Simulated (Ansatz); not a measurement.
A relaxation computed with Ansatz, from input to last step.

```yaml
crystal:
  lattice:
    - [1.852201261, 1.852201261, 0.0]
    - [-1.8994512932, 1.8994512932, 0.0]
    - [0.0, 0.0, 3.7989025864]
  atoms:
    - { symbol: Rh, position: [0.0, 0.0, 0.0] }
    - { symbol: Rh, position: [0.5, 0.5, 0.5] }
basis:
  ecutwfc: 420
kpoints:
  mp_grid: { grid: [20, 20, 14] }
hamiltonian:
  xc: pbesol
scf:
  occupations: { method: gaussian, width: 0.1 }
output:
  forces: true
  stress: true
  eigenvalues: true
relax:
  adjacent_minimum: "off"
  f_tol: 0.008
  max_steps: 40
  cell: { stress_tol: 0.015, fix: [a, angles] }
```

```bash
ansatz run input.yaml --threads 1 --pin off --max-ram 2560MiB --backend cpu --events-out ev --progress --plain --runs-dir out
```

The calculation used Ansatz 0.2.0, DFT PBEsol, scalar-relativistic, plane waves, PAW.

Of 5 frames 4 are shown, positions in Å and forces in eV/Å; the SCF threshold varies from step to step. Steps run on the plane waves of an earlier cell, with a Pulay correction in the pressure. The basis is chosen afresh for the last frame, the zero of the energies, and at times for earlier ones too; energy and pressure step there, also at an unchanged geometry.

```xyz
2
Lattice="1.8522 1.8522 0.0000 -1.8995 1.8995 0.0000 0.0000 0.0000 3.7989" Properties=species:S:1:pos:R:3:forces:R:3 pbc="T T T" step=1 free_energy_over_end_meV_per_atom=0.33 pressure_GPa=3.32
Rh    0.0000    0.0000    0.0000    0.0000    0.0000    0.0000
Rh   -0.0236    1.8758    1.8995    0.0000    0.0000    0.0000
2
Lattice="1.8522 1.8522 0.0000 -1.8896 1.8896 0.0000 0.0000 0.0000 3.8176" Properties=species:S:1:pos:R:3:forces:R:3 pbc="T T T" step=2 free_energy_over_end_meV_per_atom=0.05 pressure_GPa=3.39
Rh    0.0000    0.0000    0.0000    0.0000    0.0000    0.0000
Rh   -0.0187    1.8709    1.9088    0.0000    0.0000    0.0000
2
Lattice="1.8522 1.8522 0.0000 -1.8926 1.8926 0.0000 0.0000 0.0000 3.8127" Properties=species:S:1:pos:R:3:forces:R:3 pbc="T T T" step=3 free_energy_over_end_meV_per_atom=0.00 pressure_GPa=3.30
Rh    0.0000    0.0000    0.0000    0.0000    0.0000    0.0000
Rh   -0.0202    1.8724    1.9064    0.0000    0.0000    0.0000
2
Lattice="1.8522 1.8522 0.0000 -1.8925 1.8925 0.0000 0.0000 0.0000 3.8127" Properties=species:S:1:pos:R:3:forces:R:3 pbc="T T T" step=5 free_energy_over_end_meV_per_atom=0.00 pressure_GPa=3.32
Rh    0.0000    0.0000    0.0000    0.0000    0.0000    0.0000
Rh   -0.0201    1.8723    1.9063    0.0000    0.0000    0.0000
```

Time: 97 s on 1 thread of Intel(R) Xeon(R) Platinum 8488C (Sapphire Rapids), with other jobs on the host, peak memory 0.78 GiB.